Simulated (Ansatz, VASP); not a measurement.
CaSe in VASP and in Ansatz

```xyz
2
Lattice="3.6221 0.0000 0.0000 0.0000 3.6221 0.0000 0.0000 0.0000 3.6348" Properties=species:S:1:pos:R:3 pbc="T T T"
Ca    0.0000    0.0000    0.0000
Se    1.8110    1.8110    1.8174
```

Change from the starting cell: biaxial_xy strain -0.3%.

Alike in both runs: task single point; functional r2SCAN; k mesh 8 × 8 × 8; no spin polarisation.

|  | VASP | Ansatz |
| --- | --- | --- |
| version | VASP 6.6.1 | Ansatz 0.2.0 |
| potentials or method | VASP PAW PBE potentials, release 64 (Ca_sv, Se) | plane waves, PAW |
| plane-wave cutoff (eV) | 520 | 500 |
| occupations | gaussian, width 0.01 eV | fixed |
| valence electrons in the cell | 16 | 26 |

VASP gave:

| Property | Result |
| --- | --- |
| gap on the k mesh at the Fermi level (eV) | 1.22 |
| pressure (GPa) | 0.6 |
| largest component of the traceless stress (GPa) | 0.40 |

What did Ansatz give for the same quantities?

gap on the k mesh at the Fermi level (eV): 1.21; pressure (GPa): 0.3; largest component of the traceless stress (GPa): 0.40.

The two sets of potentials don't hold the same shells in valence.

Caveats: the PAW data sets were made with another functional, which shifts forces and pressure a little (VASP). A k mesh can miss the band edges.
